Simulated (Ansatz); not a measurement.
# CuCl: the cost of one run

Program: Ansatz 0.2.0. Level of theory: DFT LDA, scalar-relativistic. These are calculated values, not measurements.

2 further runs of the same task are left out: 2 set aside as unsound or not needed.

**1. Starting point**

Symmetry: F-43m, No. 216, cubic system. Conventional cell: a = 5.420 Å, b = 5.420 Å, c = 5.420 Å, α = 90.00°, β = 90.00°, γ = 90.00°. Around Cu (site symmetry -43m) lie 4 Cl at 2.35 Å. Cl (site symmetry -43m) is surrounded by 4 Cu at 2.35 Å.

Structure file:

```xyz
2
Lattice="0.0000 2.7101 2.7101 2.7101 0.0000 2.7101 2.7101 2.7101 0.0000" Properties=species:S:1:pos:R:3 pbc="T T T"
Cu    0.0000    0.0000    0.0000
Cl    4.0652    4.0652    4.0651
```

Atoms are numbered in the order of the input: Cu1, Cl2.

**2. The deformed structure**

Space group F-43m before, I-4m2 after.

**3. LAPW, all electrons**

Input file input.yaml:

```yaml
crystal:
  lattice:
    - [0.0, 2.7101, 2.764302]
    - [2.7101, 0.0, 2.764302]
    - [2.7101, 2.7101, 0.0]
  atoms:
    - { symbol: Cu, position: [0.0, 0.0, 0.0] }
    - { symbol: Cl, position: [0.75, 0.75, 0.75] }
kpoints:
  mp_grid: { grid: [11, 11, 11] }
  band_path:
    path:
      - [0.0, 0.0, 0.0]
      - [0.5, 0.0, 0.5]
      - [0.75, 0.25, 0.5]
      - [0.5, 0.5, 0.5]
      - [0.0, 0.0, 0.0]
      - [0.5, 0.5, 0.0]
      - [0.6298539023, 0.6298539023, 0.2597078047]
      - [0.3701460977, 0.3701460977, 0.7402921953]
      - [0.0, 0.0, 0.0]
    npoints: 5
scf:
  occupations: { method: fermi_dirac, width: 0.03 }
hamiltonian:
  xc: lda
  pseudopotentials: { kind: all_electron, lapw: { basis_error: 0.00025 } }
output:
  forces: true
  stress: true
  eigenvalues: true
```

Launch:

```bash
ansatz run input.yaml --threads 1 --pin off --max-ram 3072MiB --backend cpu --events-out ev --progress --plain --runs-dir out
```

**Question.** How long does this run take on 1 thread of Arm Neoverse N1, shared host, and how much memory does it need?

About 98 s, with a peak of 0.51 GiB.
